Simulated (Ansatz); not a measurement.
**Eigenvalues along a path: Pb (beta tin type)**

```
CELL_PARAMETERS angstrom
-2.31003 2.31003 1.24794
2.31003 -2.31003 1.24794
2.31003 2.31003 -1.24794
ATOMIC_POSITIONS crystal
Pb 0.62500 0.87500 0.75000
Pb 0.37500 0.12500 0.25000
```

The cell comes from a relaxation on PAW files under the same functional, begun from a prototype that needn't be the stable phase.

Level of theory: DFT with PBE, scalar-relativistic, in Ansatz 0.2.0; a Γ-centred 14×14×14 k mesh, Fermi–Dirac smearing of 0.05 eV, no spin polarisation. LAPW: all electrons, basis error target 1 meV/atom.

This run: volume at 0.4 of the series' base cell.

Spin–orbit coupling is left out, which matters for the heavy atoms. The structure type is held throughout; the real material can change phase at far lower pressure.

Path points, in fractions of the reciprocal vectors: Γ (0.000, 0.000, 0.000), X (0.000, 0.000, 0.500), M (-0.500, 0.500, 0.500), Z (0.323, 0.323, -0.323), Z0 (-0.323, 0.677, 0.323), P (0.250, 0.250, 0.250). The distance column jumps between branches of the path. Levels in eV from the Fermi level; bands 33 to 53, counted from the lowest band of the run. The gap is zero, the pressure 326.9 GPa.

```
# k(1/Å) point b33 b34 b35 b36 b37 b38 b39 b40 b41 b42 b43 b44 b45 b46 b47 b48 b49 b50 b51 b52 b53
0.000 Γ -23.58 -23.19 -22.71 -22.63 -22.32 -20.11 -20.11 -20.04 -20.04 -18.95 -17.97 -6.01 -6.01 -2.51 3.28 7.23 7.23 12.41 12.66 12.66 12.83
0.240 - -23.46 -23.04 -22.75 -22.68 -22.03 -20.18 -20.06 -19.98 -19.98 -19.06 -18.22 -8.23 -5.43 -0.79 4.03 6.37 6.54 10.28 10.85 12.54 12.98
0.481 - -23.11 -22.85 -22.79 -22.60 -21.24 -20.46 -19.95 -19.93 -19.83 -19.26 -18.74 -11.47 -3.87 0.61 4.68 5.02 6.56 8.35 9.03 12.79 13.91
0.721 - -22.93 -22.91 -22.56 -21.95 -21.06 -20.63 -20.04 -19.85 -19.63 -19.15 -18.76 -14.47 -1.70 1.31 3.07 3.16 7.15 7.48 9.90 13.32 15.41
0.962 X -22.96 -22.96 -21.84 -21.84 -21.21 -21.21 -19.86 -19.86 -19.42 -19.42 -17.00 -17.00 0.74 0.74 2.05 2.05 6.82 6.82 12.66 12.66 16.00
1.202 - -22.93 -22.93 -21.98 -21.98 -21.09 -21.09 -19.88 -19.88 -19.52 -19.52 -16.55 -16.55 -2.33 -2.33 4.90 4.90 7.24 7.24 12.56 12.56 15.76
1.442 - -22.86 -22.86 -22.24 -22.24 -20.85 -20.85 -19.93 -19.93 -19.71 -19.71 -15.39 -15.39 -5.75 -5.75 6.74 6.74 8.96 8.96 12.35 12.35 15.54
1.683 - -22.80 -22.80 -22.46 -22.46 -20.62 -20.62 -19.98 -19.98 -19.86 -19.86 -13.72 -13.72 -8.79 -8.79 7.39 7.39 10.60 10.60 12.20 12.20 16.02
1.923 M -22.77 -22.77 -22.55 -22.55 -20.52 -20.52 -20.01 -20.01 -19.91 -19.91 -12.04 -12.04 -10.94 -10.94 7.58 7.58 11.03 11.03 12.36 12.36 16.66
2.263 - -22.83 -22.81 -22.70 -22.05 -21.05 -20.35 -20.01 -19.94 -19.89 -19.72 -15.94 -11.17 -10.73 -6.31 7.19 7.43 9.54 11.31 11.74 11.82 15.36
2.603 - -23.06 -22.87 -22.80 -22.07 -20.90 -20.21 -20.09 -20.05 -19.65 -19.26 -19.03 -9.95 -9.19 -0.88 6.04 6.93 7.74 8.82 9.54 13.92 13.92
2.943 - -23.39 -22.89 -22.78 -22.71 -21.71 -20.20 -20.09 -20.04 -19.83 -19.17 -18.46 -8.18 -7.05 1.15 4.25 4.46 7.92 9.60 9.62 12.96 13.29
3.283 Γ -23.58 -23.19 -22.71 -22.63 -22.32 -20.11 -20.11 -20.04 -20.04 -18.95 -17.97 -6.01 -6.01 -2.51 3.28 7.23 7.23 12.41 12.66 12.66 12.83
3.690 - -23.50 -23.00 -22.30 -21.87 -21.29 -20.90 -20.90 -20.09 -20.09 -18.99 -18.06 -4.75 -4.75 -2.29 3.30 7.44 7.78 7.86 7.86 8.55 8.55
4.096 - -23.23 -22.49 -21.96 -21.96 -21.82 -20.59 -20.59 -19.97 -19.13 -18.40 -17.99 -2.22 -2.22 -1.31 0.73 1.02 3.53 3.84 3.84 11.84 11.84
4.503 - -22.95 -22.46 -22.46 -21.85 -21.58 -20.89 -20.89 -19.38 -18.79 -18.59 -13.20 -5.38 -4.98 -3.29 -3.29 1.85 4.41 4.72 4.72 14.46 14.57
4.909 Z -22.80 -22.10 -22.10 -21.85 -21.29 -20.73 -20.73 -19.84 -19.73 -19.31 -9.38 -9.10 -6.90 -6.90 -6.86 6.51 7.83 8.90 8.90 14.59 14.59
6.455 Z0 -22.80 -22.10 -22.10 -21.85 -21.29 -20.73 -20.73 -19.84 -19.73 -19.31 -9.38 -9.10 -6.90 -6.90 -6.86 6.51 7.83 8.90 8.90 14.59 14.59
6.678 - -22.77 -22.14 -21.56 -21.56 -21.05 -20.76 -20.48 -20.48 -20.43 -19.94 -10.23 -10.08 -8.78 -8.78 -3.61 8.31 11.11 11.11 12.09 13.35 13.35
6.901 - -22.75 -22.44 -21.65 -21.56 -20.89 -20.89 -20.86 -20.20 -20.20 -20.15 -10.71 -10.59 -10.41 -10.41 -0.04 10.61 11.76 11.76 13.18 13.18 14.79
7.124 - -22.71 -22.69 -22.39 -22.25 -20.68 -20.34 -20.28 -20.28 -19.98 -19.98 -11.59 -11.59 -10.91 -10.84 3.70 11.24 11.24 11.53 12.73 12.73 13.41
7.346 M -22.77 -22.77 -22.55 -22.55 -20.52 -20.52 -20.01 -20.01 -19.91 -19.91 -12.04 -12.04 -10.94 -10.94 7.58 7.58 11.03 11.03 12.36 12.36 16.66
8.308 X -22.96 -22.96 -21.84 -21.84 -21.21 -21.21 -19.86 -19.86 -19.42 -19.42 -17.00 -17.00 0.74 0.74 2.05 2.05 6.82 6.82 12.66 12.66 16.00
8.623 - -22.62 -22.62 -21.98 -21.98 -21.15 -21.15 -20.16 -20.16 -19.38 -19.38 -16.45 -16.45 1.25 1.25 2.33 2.33 4.69 4.69 13.09 13.09 15.77
8.937 - -22.46 -22.46 -22.08 -22.08 -21.00 -21.00 -20.20 -20.20 -19.38 -19.38 -15.00 -15.00 0.00 0.00 3.11 3.11 3.25 3.25 12.49 12.49 13.19
9.252 - -22.79 -22.79 -22.30 -22.30 -20.85 -20.85 -19.66 -19.66 -19.17 -19.17 -12.52 -12.52 -4.46 -4.46 4.29 4.29 4.93 4.93 9.02 9.02 11.86
9.567 P -22.93 -22.93 -22.45 -22.45 -20.80 -20.80 -19.55 -19.55 -18.89 -18.89 -9.15 -9.15 -8.59 -8.59 5.70 5.70 5.70 5.70 6.89 6.89 11.03
```
